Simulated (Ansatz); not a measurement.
## Zr2N: course of a relaxation

All numbers below come from Ansatz 0.2.0, DFT r2SCAN, scalar-relativistic, plane waves, PAW. Settings: 500 eV cutoff, 8×8×12 k-mesh, Gaussian smearing of 0.10 eV, no spin polarisation.

What was changed: biaxial strain in the a-b plane, c and atoms relaxed: +2.0 %.

Command:

```bash
ansatz run input.yaml --threads 1 --pin off --max-ram 2560MiB --backend cpu --events-out ev --progress --plain --runs-dir out
```

Input:

```yaml
crystal:
  lattice:
    - [5.5253935042, 0.0, 0.0]
    - [0.0, 5.5253935042, 0.0]
    - [0.0, 0.0, 3.2608391452]
  atoms:
    - { symbol: Zr, position: [0.2965720822, 0.2965720822, 0.0] }
    - { symbol: Zr, position: [0.7034279178, 0.7034279178, 0.0] }
    - { symbol: Zr, position: [0.7965720822, 0.2034279178, 0.5] }
    - { symbol: Zr, position: [0.2034279178, 0.7965720822, 0.5] }
    - { symbol: "N", position: [0.0, 0.0, 0.0] }
    - { symbol: "N", position: [0.5, 0.5, 0.5] }
basis:
  ecutwfc: 500
kpoints:
  mp_grid: { grid: [8, 8, 12] }
hamiltonian:
  xc: r2scan
scf:
  occupations: { method: gaussian, width: 0.1 }
output:
  forces: true
  stress: true
  eigenvalues: true
relax:
  adjacent_minimum: "off"
  f_tol: 0.008
  max_steps: 40
  cell: { stress_tol: 0.015, fix: [a, b, gamma] }
```

F is the free energy. Steps run on the plane waves of an earlier cell, but the last one, and at times one on the way, on a freshly chosen basis, so a repeated geometry can differ a little in energy. The held parts of the cell keep their stress, so P needn't end at zero.

At step 2 the energy rises: a step can overshoot before the optimiser corrects it.

Steps:

| step | F − F(1) (eV) | largest force component (eV/Å) | V (Å³/atom) | P (GPa) |
| --- | --- | --- | --- | --- |
| 1 | 0.0000 | 0.104 | 16.592 | -4.53 |
| 2 | 0.0168 | 0.090 | 16.848 | -6.76 |
| 3 | -0.0039 | 0.038 | 16.663 | -5.14 |
| 4 | -0.0045 | 0.012 | 16.648 | -4.91 |
| 5 | -0.0047 | 0.000 | 16.640 | -4.79 |
| 6 | -0.0048 | 0.000 | 16.640 | -4.79 |

Relaxed structure:

```
CELL_PARAMETERS angstrom
5.52539 0.00000 0.00000
0.00000 5.52539 0.00000
0.00000 0.00000 3.27024
ATOMIC_POSITIONS crystal
Zr 0.29823 0.29823 0.00000
Zr 0.70177 0.70177 0.00000
Zr 0.79823 0.20177 0.50000
Zr 0.20177 0.79823 0.50000
N 0.00000 0.00000 0.00000
N 0.50000 0.50000 0.50000
```

The structure is tetragonal, space group P4_2/mnm (No. 136). Conventional cell: a = 5.525 Å, b = 5.525 Å, c = 3.270 Å, α = 90.00°, β = 90.00°, γ = 90.00°. Zr (site symmetry m2m) has 3 N at 2.27 to 2.33 Å as nearest neighbours. Around N (site symmetry mmm) lie 6 Zr at 2.27 to 2.33 Å.

The run converged. The run took 8.2 min on 1 thread of AMD EPYC (Zen 3) (shared host), peak memory 0.84 GiB.